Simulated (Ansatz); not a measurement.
Write an ASE script for Ansatz 0.2.0 that does the following.

```
Task                : ladder of functionals
Functional          : PBEsol
Dispersion          : D3(BJ)+ATM
Potentials or basis : PseudoDojo PBEsol stringent
Cutoff              : 1633 eV
Density cutoff      : 6531 eV
k mesh              : 7 × 7 × 7
Occupations         : methfessel-paxton, width 0.15 eV
Spin                : spin-orbit coupling, no magnetisation
Driver              : chain
```

The structure of CdTe lies in CdTe.cif:

```cif
data_CdTe
_cell_length_a 4.53255447
_cell_length_b 4.53255447
_cell_length_c 4.53255447
_cell_angle_alpha 60.00000000
_cell_angle_beta 60.00000000
_cell_angle_gamma 60.00000000
_space_group_name_H-M_alt 'P1'
_space_group_name_Hall 'P 1'
_space_group_IT_number 1
loop_
_space_group_symop_operation_xyz
'x,y,z'
loop_
_atom_site_label
_atom_site_type_symbol
_atom_site_symmetry_multiplicity
_atom_site_Wyckoff_symbol
_atom_site_fract_x
_atom_site_fract_y
_atom_site_fract_z
_atom_site_occupancy
Te1 Te 1 a 0.7500000000 0.7500000000 0.7500000000 1
Cd1 Cd 1 a 0.0000000000 0.0000000000 0.0000000000 1
```

These files were run (other wordings do the same):

run.py

```python
import json

import ase.io
import numpy as np

import ansatz as az

atoms = ase.io.read("CdTe.cif")
atoms.info.pop("occupancy", None)

calculation = (
    az.Crystal.from_ase(atoms)
    .calculation()
    .kpoints(7, 7, 7)
    .functional("pbesol", dispersion="d3bjatm")
    .pseudopotentials(kind="nc_fr", accuracy="stringent", xc_functional="pbesol")
    .spin("noncollinear", soc=True)
    .occupations(method="methfessel_paxton", width=0.15)
    .xc_energy_on_converged_density(("lda", "pbe", "rpbe", "revpbe", "blyp"))
    .forces()
    .stress()
    .band_table(publish=True)
)
outcome = calculation.run(threads=2, events_out="events.jsonl")

report = outcome.report
for line in open("events.jsonl"):
    event = json.loads(line)
    if event["event"] == "scf_iter":
        d = event["data"]
        print(f"SCF {d['iter']:3d}  HF = {d['harris_foulkes_ev']:.6f} eV  dr2 = {d['dr2_ev']:.2e} eV")
    elif event["event"] in ("relax_step", "md_step"):
        d = event["data"]
        print(f"{event['event']} {d['step']:3d}  E = {d['lagrangian_ev']:.6f} eV")
np.set_printoptions(precision=5, suppress=True, linewidth=110)
print("converged:", report["converged"], "after", report["n_iterations"], "iterations")
print(f"free energy {report['free_energy_ev']:.6f} eV, Fermi level {report['fermi_energy_ev']:.4f} eV")
for key in ("band_edges_ev", "magnetization_mub", "site_moments_mub", "site_moments_nc_mub", "forces_ev_ang",
                "stress_gpa"):
    if report.get(key) is not None:
        print(key, np.array(report[key]), sep="\n")
```

Potentials or basis: PseudoDojo PBEsol stringent.

The run is started by

```sh
$ python run.py
```

It gave:

- Pressure: 0.3 GPa
- Band gap on the k mesh: 0.48 eV, direct

Caveat: odd divisions of the mesh miss points on the zone boundary, where band edges often lie, so the gap on the mesh can be too wide.

It took 32 s on 2 threads of AMD EPYC 9R14 (Zen 4), with other jobs on the host, peak memory 1.6 GiB.
